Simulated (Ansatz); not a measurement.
Straining C

These are results of Ansatz, DFT PBEsol, scalar-relativistic, plane waves, PAW, not measurements. (420 eV cutoff, 24×24×8 k-mesh, Gaussian smearing of 0.10 eV, no spin polarisation)

Reference structure (relaxed):

```
CELL_PARAMETERS angstrom
2.45890 0.00000 0.00000
-1.22945 2.12947 0.00000
0.00000 0.00000 7.29341
ATOMIC_POSITIONS crystal
C 0.00000 0.00000 0.25000
C 0.00000 0.00000 0.75000
C 0.33333 0.66667 0.25000
C 0.66667 0.33333 0.75000
```

Deformation: biaxial strain in the a-b plane, with the length and tilt of c and the atoms relaxed, all within the symmetry that the strain leaves. Energies are extrapolated to zero smearing. Stress is positive in compression, on the Cartesian axes of the cell above.

| strain (%) | ΔE (meV/atom) | a (Å) | b (Å) | c (Å) | σxx (GPa) | σyy (GPa) | σzz (GPa) |
| --- | --- | --- | --- | --- | --- | --- | --- |
| -4.5 | 157.3 | 2.348 | 2.348 | 7.221 | 65.72 | 65.72 | -0.01 |
| -3.0 | 67.2 | 2.385 | 2.385 | 7.251 | 40.52 | 40.52 | -0.01 |
| -1.5 | 16.2 | 2.422 | 2.422 | 7.278 | 18.76 | 18.76 | -0.01 |
| +0.0 | 0.0 | 2.459 | 2.459 | 7.293 | -0.01 | -0.01 | -0.01 |
| +1.5 | 15.0 | 2.496 | 2.496 | 7.295 | -16.21 | -16.21 | 0.01 |
| +3.0 | 57.8 | 2.533 | 2.533 | 7.315 | -30.09 | -30.09 | 0.01 |
| +4.5 | 125.1 | 2.570 | 2.570 | 7.327 | -41.95 | -41.95 | 0.01 |